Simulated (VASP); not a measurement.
# GaN with r2SCAN: from relaxation to properties, part 6 of 7

Aim: relax GaN with r2SCAN, compute its properties on that cell and hold them against experiment. The start is a cell from a database of measured crystal structures.

VASP 6.6.1, plane waves and PAW; the level of theory is named at each step.

Still holding for the runs below: Spin-orbit coupling is off here; it would split degenerate levels.

So far, least gap on mesh and path (eV): step 5 (bands along the symmetry lines (r2SCAN)) 2.30; step 9 (band structure (r2SCAN + SOC)) 2.30. The relaxed cell has a = 3.189, c = 5.194 Å (conventional setting).

The database entry behind the starting cell differs from later determinations by our own check (about 0.3 % short, ideal inner coordinate), so it need not match the best structure at ambient conditions.

**10. Starting orbitals for the hybrid**

This step: r2SCAN; plane waves and PAW (Ga_d, N) (VASP 6.6.1).

A hybrid converges badly from random orbitals, so a cheap semilocal run writes a WAVECAR on the same mesh first.

The input, INCAR:

```
SYSTEM = GaN
PREC = Accurate
ENCUT = 520
EDIFF = 1E-05
NELM = 100
ISMEAR = 0
SIGMA = 0.05
LREAL = .FALSE.
ALGO = Normal
METAGGA = R2SCAN
LASPH = .TRUE.
NBANDS = 24
LORBIT = 11
LWAVE = .TRUE.
LCHARG = .FALSE.
KPAR = 4
```

The input, POSCAR:

```
GaN
1.0
    3.1888555310      0.0000000000      0.0000000000
   -1.5944277655      2.7616298988      0.0000000000
    0.0000000000      0.0000000000      5.1940668973
Ga N
2 2
Direct
    0.3333333333      0.6666666667      0.9991932276
    0.6666666667      0.3333333333      0.4991932276
    0.3333333333      0.6666666667      0.3758067724
    0.6666666667      0.3333333333      0.8758067724
```

The input, KPOINTS:

```
Automatic mesh
0
Gamma
5 5 3
0 0 0
```

PAW data sets: Ga_d and N (PBE family, release 64).

Launch:

```sh
> mpirun -np 4 vasp_std
```

The log of the run:

```text
[... set-up lines as in an earlier step ...]
 entering main loop
       N       E                     dE             d eps       ncg     rms          rms(c)
DAV:   1     0.252640836294E+03    0.25264E+03   -0.18509E+04   512   0.284E+03
DAV:   2    -0.191069555413E+02   -0.27175E+03   -0.26004E+03   528   0.524E+02
DAV:   3    -0.525144483898E+02   -0.33407E+02   -0.33075E+02   568   0.147E+02
DAV:   4    -0.536277137635E+02   -0.11133E+01   -0.11098E+01   592   0.300E+01
DAV:   5    -0.536475062723E+02   -0.19793E-01   -0.19790E-01   608   0.359E+00    0.102E+01
DAV:   6    -0.435674744939E+02    0.10080E+02   -0.90310E+00   832   0.545E+01    0.310E+00
DAV:   7    -0.437843025596E+02   -0.21683E+00   -0.19720E+00   528   0.107E+01    0.265E+00
DAV:   8    -0.438073229441E+02   -0.23020E-01   -0.10460E-01   680   0.695E+00    0.693E-01
DAV:   9    -0.438046546790E+02    0.26683E-02   -0.44075E-02   784   0.307E+00    0.162E-01
DAV:  10    -0.438048597316E+02   -0.20505E-03   -0.45238E-03   776   0.823E-01    0.664E-02
DAV:  11    -0.438050135728E+02   -0.15384E-03   -0.42806E-04   504   0.191E-01    0.268E-02
DAV:  12    -0.438050220864E+02   -0.85136E-05   -0.17789E-05   456   0.524E-02
   1 F= -.43805022E+02 E0= -.43805022E+02  d E =-.442174E-12
 writing wavefunctions
```

Wall time 12 s (4 MPI ranks of Intel Xeon 6975P-C (Granite Rapids), shared host); peak memory 0.63 GiB; 46 s of CPU time.

From OUTCAR (step 10):

```text
   k-points           NKPTS =     10   k-points in BZ     NKDIM =     10   number of bands    NBANDS=     24

   NELECT =      36.0000    total number of electrons

 E-fermi :   5.2806

 k-point     1 :       0.0000    0.0000    0.0000
  band No.  band energies     occupation
    ...
     14       3.9889      2.00000
     15       3.9889      2.00000
     16       5.0113      2.00000
     17       5.0501      2.00000
     18       5.0501      2.00000
     19       7.3492      0.00000
     20       9.8221      0.00000
     21      14.9706      0.00000
     22      15.5986      0.00000
     23      15.5987      0.00000
    ...

  Total        0.1067389      0.1067389      0.0419891      0.0000000      0.0000000     -0.0000000
  in kB        3.7387426      3.7387426      1.4707528      0.0000000      0.0000000     -0.0000000
  external PRESSURE =       2.9827460 kB  Pullay stress =       0.0000000 kB

 POSITION                                       TOTAL-FORCE (eV/Angst)
 -----------------------------------------------------------------------------------
     -0.00000      1.84109      5.18988         0.000000     -0.000000     -0.002431
      1.59443      0.92054      2.59284        -0.000000      0.000000     -0.002431
     -0.00000      1.84109      1.95197         0.000000      0.000000      0.002431
      1.59443      0.92054      4.54900         0.000000      0.000000      0.002431
 -----------------------------------------------------------------------------------
    total drift:                                0.000002      0.000004      0.035002

  FREE ENERGIE OF THE ION-ELECTRON SYSTEM (eV)
  ---------------------------------------------------
  free  energy   TOTEN  =       -43.8050220864 eV

  energy  without entropy=      -43.8050220864  energy(sigma->0) =      -43.80502209

[... 7 parts as in an earlier step ...]

[... 9 further parts left out ...]
```

Numbers from this step:

```yaml
scf_cycles: 12
bands: 24
irreducible_k_points: 10
free_energy_toten: -43.81 eV
fermi_energy: 5.281 eV
pressure: 0.2983 GPa
gap_on_the_k_mesh: 2.299 eV
least_direct_gap_on_the_k_mesh: 2.299 eV
```

The run ends at a pressure of 0.30 GPa, with forces up to 0.0024 eV/Å.

**11. Bands along the symmetry lines (HSE06)**

This step: HSE06; plane waves and PAW (Ga_d, N) (VASP 6.6.1).

HSE06 mixes in a quarter of exact exchange at short range, at far higher cost; in semiconductors this cures much of the gap error, while metals seldom gain.

The input, INCAR:

```
SYSTEM = GaN
PREC = Accurate
ENCUT = 520
EDIFF = 1E-06
NELM = 100
ISMEAR = 0
SIGMA = 0.05
LREAL = .FALSE.
ALGO = Normal
LHFCALC = .TRUE.
AEXX = 0.25
GGA = PE
HFSCREEN = 0.2
LASPH = .TRUE.
NBANDS = 24
PRECFOCK = Fast
LORBIT = 11
LWAVE = .FALSE.
LCHARG = .FALSE.
KPAR = 4
```

POSCAR is that of step 10.

KPOINTS is that of step 10.

The input, KPOINTS_OPT:

```
Line mode
6
Line-mode
Reciprocal
  0.00000000   0.00000000   0.00000000 GAMMA
  0.50000000   0.00000000   0.00000000 M

  0.50000000   0.00000000   0.00000000 M
  0.33333333   0.33333333   0.00000000 K

  0.33333333   0.33333333   0.00000000 K
  0.00000000   0.00000000   0.00000000 GAMMA

  0.00000000   0.00000000   0.00000000 GAMMA
  0.00000000   0.00000000   0.50000000 A

  0.00000000   0.00000000   0.50000000 A
  0.50000000   0.00000000   0.50000000 L

  0.50000000   0.00000000   0.50000000 L
  0.33333333   0.33333333   0.50000000 H

  0.33333333   0.33333333   0.50000000 H
  0.00000000   0.00000000   0.50000000 A

  0.50000000   0.00000000   0.50000000 L
  0.50000000   0.00000000   0.00000000 M

  0.33333333   0.33333333   0.00000000 K
  0.33333333   0.33333333   0.50000000 H
```

The run starts from files that an earlier step left in the folder.

Launch:

```sh
> mpirun -np 4 vasp_std
```

The log of the run:

```text
[banner, memory and clock lines left out]
running    4 mpi-ranks, on    1 nodes
 distrk:  each k-point on    1 cores,    4 groups
 distr:  one band on    1 cores,    1 groups

 POSCAR found type information on POSCAR GaN
 POSCAR found :  2 types and       4 ions
 LDA part: xc-table for (Slater+PW92), standard interpolation
 found WAVECAR, reading the header
 POSCAR, INCAR and KPOINTS ok, starting setup
 FFT: planning ... GRIDC
 FFT: planning ... GRID_SOFT
 FFT: planning ... GRID
 reading WAVECAR
 the WAVECAR file was read successfully
 initial charge from wavefunction
 entering main loop
       N       E                     dE             d eps       ncg     rms          rms(c)
DAV:   1    -0.295590523350E+02   -0.29559E+02   -0.46887E-01   760   0.216E+01    0.273E-01
DAV:   2    -0.295703097638E+02   -0.11257E-01   -0.11352E-01   680   0.418E+00    0.231E-01
DAV:   3    -0.295707047012E+02   -0.39494E-03   -0.38927E-03   800   0.783E-01    0.816E-02
DAV:   4    -0.295707538643E+02   -0.49163E-04   -0.49985E-04   600   0.188E-01    0.383E-02
DAV:   5    -0.295707430933E+02    0.10771E-04   -0.27367E-05   688   0.549E-02    0.227E-02
DAV:   6    -0.295707430867E+02    0.65684E-08   -0.95662E-06   576   0.233E-02
   1 F= -.29570743E+02 E0= -.29570743E+02  d E =-.301232E-18
 Start KPOINTS_OPT (optional k-point list driver)
k-point batch [1-10\54]
       N       E                     dE             ncg
DAV:   1     0.103745203189E+04   -0.84920E+04      496
DAV:   2    -0.205784778660E+04   -0.30953E+04      512
DAV:   3    -0.245148207435E+04   -0.39363E+03      536
DAV:   4    -0.247017977058E+04   -0.18698E+02      640
DAV:   5    -0.247059011256E+04   -0.41034E+00      600
DAV:   6    -0.247060495358E+04   -0.14841E-01      760
DAV:   7    -0.247060528045E+04   -0.32687E-03      584
DAV:   8    -0.247060528653E+04   -0.60822E-05      544
DAV:   9    -0.247060528676E+04   -0.22357E-06      416
[...]
k-point batch [51-54\54]
       N       E                     dE             ncg
DAV:   1     0.889811615971E+04   -0.61280E+04      208
DAV:   2     0.773914999005E+04   -0.11590E+04      192
DAV:   3     0.759305986438E+04   -0.14609E+03      224
DAV:   4     0.758672480031E+04   -0.63351E+01      256
DAV:   5     0.758656890686E+04   -0.15589E+00      224
DAV:   6     0.758656290662E+04   -0.60002E-02      296
DAV:   7     0.758656282767E+04   -0.78946E-04      224
DAV:   8     0.758656282691E+04   -0.76166E-06      200
```

Elapsed: 16 min, on 4 MPI ranks; peak memory 1.2 GiB; 62 min of CPU time.

From OUTCAR (step 11):

```text
   k-points           NKPTS =     10   k-points in BZ     NKDIM =     75   number of bands    NBANDS=     24

   NELECT =      36.0000    total number of electrons

  exchange ACFDT corr.  =         0.00000000  see jH, gK, PRB 81, 115126

 E-fermi :   4.7726

 k-point     1 :       0.0000    0.0000    0.0000
  band No.  band energies     occupation
    ...
     14       3.3566      2.00000
     15       3.3566      2.00000
     16       4.4428      2.00000
     17       4.4749      2.00000
     18       4.4749      2.00000
     19       7.6727      0.00000
     20      10.1796      0.00000
     21      15.4528      0.00000
     22      15.9556      0.00000
     23      15.9556      0.00000
    ...

 POSITION                                       TOTAL-FORCE (eV/Angst)
 -----------------------------------------------------------------------------------
     -0.00000      1.84109      5.18988        -0.000000     -0.000000     -0.021927
      1.59443      0.92054      2.59284         0.000000      0.000000     -0.021927
     -0.00000      1.84109      1.95197         0.000000     -0.000000      0.021927
      1.59443      0.92054      4.54900        -0.000000     -0.000000      0.021927
 -----------------------------------------------------------------------------------
    total drift:                               -0.000004     -0.000037     -0.000778

  FREE ENERGIE OF THE ION-ELECTRON SYSTEM (eV)
  ---------------------------------------------------
  free  energy   TOTEN  =       -29.5707430867 eV

  energy  without entropy=      -29.5707430867  energy(sigma->0) =      -29.57074309

[... 8 parts as in an earlier step ...]

[... 8 further parts left out ...]
```

Numbers from this step:

| Property | Result |
| --- | --- |
| SCF cycles | 6 |
| free energy (TOTEN) | -29.57 eV |
| Fermi energy | 4.773 eV |
| least gap on mesh and path | 3.198 eV |
| least direct gap on mesh and path | 3.198 eV |

Electronic bands along the path, in eV, zero at the valence-band top; v1 is the highest filled band, c1 the lowest empty one:

```
          point     v4     v3     v2     v1    c1    c2     c3     c4
              Γ  -1.12  -0.03   0.00   0.00  3.20  5.70  10.98  11.48
0.60 of the way  -3.76  -2.40  -1.08  -0.70  6.08  7.31   8.43  10.13
              M  -4.50  -2.95  -2.34  -1.07  6.37  6.99   7.44  10.47
0.40 of the way  -4.42  -3.62  -2.44  -1.75  6.99  7.53   7.91  10.35
              K  -5.66  -3.19  -3.19  -2.94  6.34  9.62   9.62   9.97
0.40 of the way  -4.68  -3.19  -1.56  -1.35  7.16  7.90   9.09   9.16
              Γ  -1.12  -0.03   0.00   0.00  3.20  5.70  10.98  11.48
0.40 of the way  -1.02  -1.02  -0.11  -0.11  4.07  5.79  10.67  11.48
              A  -0.57  -0.57  -0.57  -0.57  5.68  5.68  10.09  10.09
0.40 of the way  -2.00  -2.00  -1.15  -1.15  6.73  6.73   9.20   9.20
              L  -2.09  -2.09  -2.03  -2.03  5.69  5.69   9.34   9.34
0.60 of the way  -3.76  -3.76  -1.66  -1.66  7.01  7.01   9.60   9.60
              H  -4.50  -4.50  -1.58  -1.58  7.89  7.89   8.73   8.73
0.40 of the way  -2.76  -2.76  -1.94  -1.94  7.10  7.10   9.56   9.56
              A  -0.57  -0.57  -0.57  -0.57  5.68  5.68  10.09  10.09
      jump to L  -2.09  -2.09  -2.03  -2.03  5.69  5.69   9.34   9.34
0.40 of the way  -3.19  -2.61  -1.71  -1.52  5.45  6.36   9.27   9.45
              M  -4.50  -2.95  -2.34  -1.07  6.37  6.99   7.44  10.47
      jump to K  -5.66  -3.19  -3.19  -2.94  6.34  9.62   9.62   9.97
0.40 of the way  -5.46  -3.29  -2.58  -2.58  6.88  9.06   9.06   9.82
              H  -4.50  -4.50  -1.58  -1.58  7.89  7.89   8.73   8.73
```

The largest weight of each band there:

```
point      v4      v3      v2      v1       c1       c2       c3       c4
    Γ  N 0.71  N 0.78  N 0.78  N 0.78   N 0.58  Ga 0.73   N 0.81  Ga 1.00
    M  N 0.56  N 0.66  N 0.65  N 0.72  Ga 0.90  Ga 0.63  Ga 0.54   N 0.62
    K  N 0.57  N 0.62  N 0.62  N 0.64  Ga 0.90   N 0.54   N 0.54   N 0.69
    Γ  N 0.71  N 0.78  N 0.78  N 0.78   N 0.58  Ga 0.73   N 0.81  Ga 1.00
    A  N 0.74  N 0.74  N 0.74  N 0.74   N 0.52   N 0.52  Ga 0.64  Ga 0.64
    L  N 0.68  N 0.68  N 0.68  N 0.68  Ga 0.75  Ga 0.75  Ga 0.82  Ga 0.82
```

The electronic bands as a text plot (rows in eV, shown from -7.6 to 8.7 only):

```
    8.4 |    ++    +  ++                       +               ++
    7.7 |      ++++     ++++                  ++            +  +
    7.0 |  +++++++++  ++++           ++      +  ++++++      + +
    6.4 | +  +++++  ++      ++      +  +    +         ++ +++++
    5.7 |+                ++  ++++++    ++++            ++++
    5.0 |  ++                    +
    4.3 |                   ++  +
    3.6 | +                    +
    3.0 |+                    +
    2.3 |
    1.6 |
    0.9 |
    0.2 |*                    **
   -0.4 | *****           **** ******                   *
   -1.1 |**  *****      **  ******  ***               **   **
   -1.8 | ***  *  *     ******   *   *****************   ***   **
   -2.5 |  ********** **               *   *      **     **** *
   -3.1 |  **   **  **  ****                *             * ***
   -3.8 |    **   *** **  **      ***        *  **    ***  *   **
   -4.5 |      *****  ****           **       **    **      *
   -5.2 |    ***   **                  *                      ***
   -5.9 |       *** ******       *                **       ****
   -6.5 |    *** ***      **    *       **   *****       **    **
   -7.2 |****   *           ****          ***            ****
         Γ      M    K        Γ   A       L    H       A|L M|K  H
```

The gap moves by +0.90 eV against r2SCAN, which ran on another mesh.

The path shows a direct gap of 3.20 eV (valence top at Γ, conduction bottom at Γ).

[end of part 6 of 7]

[Lines on the potential files, build, host, timing and source positions are cut from VASP's logs without a mark.]

[Logs are printed without paths, hosts, clocks, repeated set-up lines and the standing remarks that a program may print on its own settings, such as how far it seeks lower states.]

[Hosts, paths, dates, database ids (printed as entryN), source tags and the programs' standing remarks are cut or masked in the printed files.]

[Measured values are set beside computed ones only where the two were judged alike; some that the calculation misses by far are left out.]

[In band tables of VASP the shares of atoms and orbitals are scaled to a sum of 1 inside the atoms' spheres.]
